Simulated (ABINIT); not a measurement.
# C (P1) in ABINIT: a series of runs

The runs below take C through single point, with LDA.

All numbers are computed with ABINIT 10.8.3 (patched build); they aren't measurements. Logs are shortened: lines on timing, memory, paths and dates and some standing lists are left out, and cuts for length are marked. The log counts tension as positive stress, the text compression.

## 1. The crystal as given

The typed cell holds 4 atoms: a = 2.456 Å, b = 2.456 Å, c = 6.696 Å, α = 90.00°, β = 90.00°, γ = 120.00°.

## 2. Single point, LDA

Contents of run.abi:

```
pp_dirpath "./"
pseudos "C.upf"

acell 2.456 2.4560360339 6.696 Angstrom
rprim
     1.0000000000     0.0000000000     0.0000000000
    -0.4999926642    -0.8660296391     0.0000000000
     0.0000000000     0.0000000000    -1.0000000000
ntypat 1
znucl 6
natom 4
typat 1 1 1 1
xred
     0.8639252600     0.6563023600     0.9754825900
     0.3639252600     0.6563023600     0.4754825900
     0.0748842200     0.3644129100     0.0735522300
     0.6972652600     0.3229823600     0.4754825900
chkprim 0
chksymtnons 0
tolsym 1.0e-6

ecut 31.0

kptopt 1
ngkpt 9 9 3
nshiftk 1
shiftk 0.0 0.0 0.0

ixc 7

nband 12
occopt 3
tsmear 0.00183747

nstep 100
tolvrs 1.0e-10

iomode 3
prtwf 0
prtden 0
prteig 0
prtebands 0
```

Potentials or basis: PseudoDojo NC SR LDA v0.4.1 standard.

Command:

```bash
$ abinit run.abi > log 2>&1
```

run.abo:

```text
.Version 10.8.3 of ABINIT
 Symmetries : space group P1 (#  1); Bravais aP (primitive triclinic)
================================================================================
 Values of the parameters that define the memory need of the present run
     intxc =       0    ionmov =       0      iscf =       7    lmnmax =       4
     lnmax =       4     mgfft =      64  mpssoang =       2    mqgrid =    3172
     natom =       4  nloc_mem =       1    nspden =       1   nspinor =       1
    nsppol =       1      nsym =       1    n1xccc =    2501    ntypat =       1
    occopt =       3   xclevel =       1
       mpw =        1964          nfft =       36864          nkpt =         122
================================================================================
================================================================================

--------------------------------------------------------------------------------
------------- Echo of variables that govern the present computation ------------
--------------------------------------------------------------------------------
 -outvars: echo values of preprocessed input variables --------
            acell      4.6411673652E+00  4.6412354594E+00  1.2653606139E+01 Bohr
              amu      1.20110000E+01
          chkprim           0
      chksymtnons           0
             ecut      3.10000000E+01 Hartree
                       outvar_i_n : Printing only first  50 k-points.
              ixc           7
                       outvar_i_n : Printing only first  50 k-points.
         kptrlatt        9    0    0      0    9    0      0    0    3
          kptrlen      3.79608184E+01
            natom           4
            nband          12
            ngfft          24      24      64
             nkpt         122
            nstep         100
             nsym           1
           ntypat           1
                       prtocc : prtvol=0, do not print more k-points.
           occopt           3
           prtden           0
        prtebands           0
           prteig           0
            prtwf           0
            rprim      1.0000000000E+00  0.0000000000E+00  0.0000000000E+00
                      -4.9999266420E-01 -8.6602963910E-01  0.0000000000E+00
                       0.0000000000E+00  0.0000000000E+00 -1.0000000000E+00
          spgroup           1
           tolsym      1.00000000E-06
           tolvrs      1.00000000E-10
           tsmear      1.83747000E-03 Hartree
            typat      1  1  1  1
                       outvars : Printing only first  50 k-points.
           xangst      1.3158611405E+00 -1.3959551198E+00 -6.5318314226E+00
                       8.7861140506E-02 -1.3959551198E+00 -3.1838314226E+00
                      -2.6358340915E-01 -7.7510625959E-01 -4.9250573208E-01
                       1.3158611405E+00 -6.8698347974E-01 -3.1838314226E+00
            xcart      2.4866171753E+00 -2.6379728604E+00 -1.2343372489E+01
                       1.6603349267E-01 -2.6379728604E+00 -6.0165694198E+00
                      -4.9810045462E-01 -1.4647385491E+00 -9.3070094907E-01
                       2.4866171753E+00 -1.2982106297E+00 -6.0165694198E+00
             xred      8.6392526000E-01  6.5630236000E-01  9.7548259000E-01
                       3.6392526000E-01  6.5630236000E-01  4.7548259000E-01
                       7.4884220000E-02  3.6441291000E-01  7.3552230000E-02
                       6.9726526000E-01  3.2298236000E-01  4.7548259000E-01
            znucl        6.00000

================================================================================

 chkinp: Checking input parameters for consistency.

================================================================================
== DATASET  1 ==================================================================

--- !DatasetInfo
iteration_state: {dtset: 1, }
dimensions: {natom: 4, nkpt: 122, mband: 12, nsppol: 1, nspinor: 1, nspden: 1, mpw: 1964, }
cutoff_energies: {ecut:  31.0, pawecutdg:  -1.0, }
electrons: {nelect:   1.60000000E+01, charge:   0.00000000E+00, occopt:   3.00000000E+00, tsmear:   1.83747000E-03, }
meta: {optdriver: 0, ionmov: 0, optcell: 0, iscf: 7, paral_kgb: 0, }
...

 Exchange-correlation functional for the present dataset will be:
  LDA: Perdew-Wang 92 LSD fit to Ceperley-Alder data - ixc=7
  J.P.Perdew and Y.Wang, PRB 45, 13244 (1992)

 Real(R)+Recip(G) space primitive vectors, cartesian coordinates (Bohr,Bohr^-1):
 R(1)=  4.6411674  0.0000000  0.0000000  G(1)=  0.2154630 -0.1243952  0.0000000
 R(2)= -2.3205837 -4.0194475  0.0000000  G(2)=  0.0000000 -0.2487904  0.0000000
 R(3)=  0.0000000  0.0000000-12.6536061  G(3)=  0.0000000  0.0000000 -0.0790289
 Unit cell volume ucvol=  2.3605212E+02 bohr^3
 Angles (23,13,12)=  9.00000000E+01  9.00000000E+01  1.19999515E+02 degrees

 getcut: wavevector=  0.0000  0.0000  0.0000  ngfft=  24  24  64
[... 47 lines left out ...]
lattice_lengths: [   4.64117,    4.64124,   12.65361, ]
lattice_angles: [ 90.000,  90.000, 120.000, ] # degrees, (23, 13, 12)
lattice_volume:   2.3605212E+02
convergence: {deltae:  8.882E-14, res2:  3.477E-11, residm:  2.257E-04, diffor: null, }
etotal    :  -2.39372627E+01
entropy   :   0.00000000E+00
fermie    :   1.72928186E-01
cartesian_stress_tensor: # hartree/bohr^3
- [ -5.51778062E-04,  -2.42990049E-04,   8.08815274E-04, ]
- [ -2.42990049E-04,  -1.39886328E-04,   5.59938039E-04, ]
- [  8.08815274E-04,   5.59938039E-04,   5.16550022E-04, ]
pressure_GPa:   1.7173E+00
xred      :
- [  8.6393E-01,   6.5630E-01,   9.7548E-01,  C]
- [  3.6393E-01,   6.5630E-01,   4.7548E-01,  C]
- [  7.4884E-02,   3.6441E-01,   7.3552E-02,  C]
- [  6.9727E-01,   3.2298E-01,   4.7548E-01,  C]
cartesian_forces: # hartree/bohr
- [ -1.61142513E-01,  -1.03087491E-01,  -7.78976147E-02, ]
- [  1.07204802E-03,  -2.69145776E-04,  -9.23906372E-04, ]
- [  1.62218512E-01,   1.02312895E-01,   8.30189414E-02, ]
- [ -2.14804695E-03,   1.04374165E-03,  -4.19742034E-03, ]
force_length_stats: {min:   1.44060036E-03, max:   2.08985451E-01, mean:   1.05450771E-01, }
...

 Integrated electronic density in atomic spheres:
 ------------------------------------------------
 Atom  Sphere_radius  Integrated_density
    1        2.00000          4.33018830
    2        2.00000          4.77954119
    3        2.00000          4.34278976
    4        2.00000          4.77750750
================================================================================

 ----iterations are completed or convergence reached----

 Mean square residual over all n,k,spin=   11.017E-07; max=  22.566E-05
 reduced coordinates (array xred) for    4 atoms
       0.863925260000      0.656302360000      0.975482590000
       0.363925260000      0.656302360000      0.475482590000
       0.074884220000      0.364412910000      0.073552230000
       0.697265260000      0.322982360000      0.475482590000
 rms dE/dt=  6.0870E-01; max dE/dt=  1.0505E+00; dE/dt below (all hartree)
    1       0.747889382541     -0.788299434165     -0.985685736289
    2      -0.004975544748      0.001405967001     -0.011690748139
    3      -0.752883254633      0.787682946654      1.050488985838
    4       0.009969454955     -0.000789450800     -0.053112504621

 cartesian coordinates (angstrom) at end:
    1      1.31586114050569    -1.39595511975610    -6.53183142264000
    2      0.08786114050569    -1.39595511975610    -3.18383142264000
    3     -0.26358340914574    -0.77510625959005    -0.49250573208000
    4      1.31586114049264    -0.68698347973777    -3.18383142264000

 cartesian forces (hartree/bohr) at end:
    1     -0.16114251311327    -0.10308749099106    -0.07789761469199
    2      0.00107204801846    -0.00026914577641    -0.00092390637166
    3      0.16221851204974     0.10231289511600     0.08301894140648
    4     -0.00214804695493     0.00104374165148    -0.00419742034283
 frms,max,avg= 8.4834297E-02 1.6221851E-01  -2.053E-09  2.970E-09 -6.346E-11 h/b

 cartesian forces (eV/Angstrom) at end:
    1     -8.28628118823480    -5.30097192130246    -4.00565640165274
    2      0.05512692558052    -0.01384003228510    -0.04750917581759
    3      8.34161127818800     5.26114059992092     4.26900560971232
    4     -0.11045701553372     0.05367135366664    -0.21584003224199
 frms,max,avg= 4.3623549E+00 8.3416113E+00  -1.056E-07  1.527E-07 -3.263E-09 e/A
 length scales=  4.641167365230  4.641235459432 12.653606139079 bohr
              =  2.456000000000  2.456036033900  6.696000000000 angstroms
 Fermi (or HOMO) energy (hartree) =   0.17293   Average Vxc (hartree)=  -0.40773
 Eigenvalues (hartree) for nkpt= 122  k points:
 kpt#   1, nband= 12, wtk=  0.00412, kpt=  0.0000  0.0000  0.0000 (reduced coord)
  -0.54282   -0.50861   -0.15092   -0.04364    0.05307    0.06250    0.06270    0.21416
   0.29605    0.32589    0.45279    0.48354
      occupation numbers for kpt#   1
   2.00000    2.00000    2.00000    2.00000    2.00000    2.00000    2.00000    0.00000
   0.00000    0.00000    0.00000    0.00000
 prteigrs : prtvol=0 or 1, do not print more k-points.

--- !EnergyTerms
iteration_state     : {dtset: 1, }
comment             : Components of total free energy in Hartree
kinetic             :  1.65102449508670E+01
hartree             :  6.46528631371971E+00
xc                  : -8.44687953413437E+00
Ewald energy        : -1.72741223350357E+01
psp_core            :  1.17967983467828E+00
local_psp           : -2.13115472257112E+01
non_local_psp       : -1.05972219819706E+00
internal            : -2.39370601938133E+01
'-kT*entropy'       : -2.02472662615486E-04
total_energy        : -2.39372626664759E+01
total_energy_eV     : -6.51366100088978E+02
band_energy         : -2.19710657033501E+00
...

 Cartesian components of stress tensor (hartree/bohr^3)
  sigma(1 1)= -5.51778062E-04  sigma(3 2)=  5.59938039E-04
  sigma(2 2)= -1.39886328E-04  sigma(3 1)=  8.08815274E-04
  sigma(3 3)=  5.16550022E-04  sigma(2 1)= -2.42990049E-04

-Cartesian components of stress tensor (GPa)         [Pressure=  1.7173E+00 GPa]
- sigma(1 1)= -1.62338711E+01  sigma(3 2)=  1.64739459E+01
- sigma(2 2)= -4.11559787E+00  sigma(3 1)=  2.37961669E+01
- sigma(3 3)=  1.51974263E+01  sigma(2 1)= -7.14901405E+00

== END DATASET(S) ==============================================================
================================================================================

 -outvars: echo values of variables after computation  --------
            acell      4.6411673652E+00  4.6412354594E+00  1.2653606139E+01 Bohr
           etotal     -2.3937262666E+01
            fcart     -1.6114251311E-01 -1.0308749099E-01 -7.7897614692E-02
                       1.0720480185E-03 -2.6914577641E-04 -9.2390637166E-04
                       1.6221851205E-01  1.0231289512E-01  8.3018941406E-02
                      -2.1480469549E-03  1.0437416515E-03 -4.1974203428E-03
            rprim      1.0000000000E+00  0.0000000000E+00  0.0000000000E+00
                      -4.9999266420E-01 -8.6602963910E-01  0.0000000000E+00
                       0.0000000000E+00  0.0000000000E+00 -1.0000000000E+00
           strten     -5.5177806247E-04 -1.3988632842E-04  5.1655002230E-04
                       5.5993803916E-04  8.0881527388E-04 -2.4299004880E-04
           xangst      1.3158611405E+00 -1.3959551198E+00 -6.5318314226E+00
                       8.7861140506E-02 -1.3959551198E+00 -3.1838314226E+00
                      -2.6358340915E-01 -7.7510625959E-01 -4.9250573208E-01
                       1.3158611405E+00 -6.8698347974E-01 -3.1838314226E+00
             xred      8.6392526000E-01  6.5630236000E-01  9.7548259000E-01
                       3.6392526000E-01  6.5630236000E-01  4.7548259000E-01
                       7.4884220000E-02  3.6441291000E-01  7.3552230000E-02
                       6.9726526000E-01  3.2298236000E-01  4.7548259000E-01
 Calculation completed.
```

It took 69 s on 1 thread of Arm Neoverse V2, shared host; peak memory 0.1 GiB.

Results:

```
Free energy                                       : -651.3661 eV
Largest force                                     : 10.746 eV/Å
Band gap on the k mesh                            : none (metal or under the smearing width)
All electrons inside the program's atomic spheres : C 4.33, 4.78, 4.34 (radii [1.0584] Å)
```

Forces on the atoms (eV/Å):
```
C   -8.286 -5.301 -4.006
C    0.055 -0.014 -0.048
C    8.342  5.261  4.269
C   -0.110  0.054 -0.216
```

Caveat: the cutoff is too short for stress, so the log's stress isn't used; forces of over 1 eV/Å show positions far from the minimum, so gaps and moduli don't describe the material at rest.

## 3. Single point, LDA

run.abi: that of step 2 with these lines changed.

```diff
@@ -1 +1,2 @@
+# Pseudopotentials
 pp_dirpath "./"
@@ -3,3 +4,4 @@
 
-acell 2.456 2.4560360339 6.696 Angstrom
+# Structure
+acell 4.6411673621 4.6412354564 12.6536061305
 rprim
@@ -21,4 +23,6 @@
 
-ecut 31.0
+# Plane-wave basis
+ecut 37.0
 
+# k points
 kptopt 1
@@ -28,8 +32,11 @@
 
+# Exchange and correlation
 ixc 7
 
+# Bands and occupations
 nband 12
 occopt 3
-tsmear 0.00183747
+tsmear 0.05 eV
 
+# SCF cycle
 nstep 100
@@ -37,2 +44,3 @@
 
+# Output
 iomode 3
```

Potentials or basis: PseudoDojo NC SR LDA v0.4 stringent.

Command:

```bash
$ abinit run.abi > log 2>&1
```

Wall time 2 min (1 thread of Arm Neoverse V1, shared host); peak memory 0.12 GiB.

Results (log left out):

```
Free energy                                       : -651.4845 eV
Pressure                                          : 4.8 GPa
Largest force                                     : 10.721 eV/Å
Band gap on the k mesh                            : none (metal or under the smearing width)
All electrons inside the program's atomic spheres : C 4.34, 4.80, 4.35 (radii [1.0584] Å)
```

Forces in eV/Å, atoms in the order of the input:
```
C   -8.239 -5.295 -4.044
C    0.055 -0.014 -0.046
C    8.295  5.256  4.304
C   -0.111  0.053 -0.215
```

Stress tensor (GPa, compression positive):
```
 19.30   7.15 -23.83
  7.15   7.18 -16.49
-23.83 -16.49 -12.08
```

Levels at points of the mesh, in eV from the Fermi level:
```csv
k point,band 6,band 7,band 8,band 9,band 10,band 11
"(0.00, 0.00, 0.00)",-3.01,-3.00,1.12,3.34,4.16,7.61
```

Caveat: forces of over 1 eV/Å show positions far from the minimum, so gaps and moduli don't describe the material at rest.
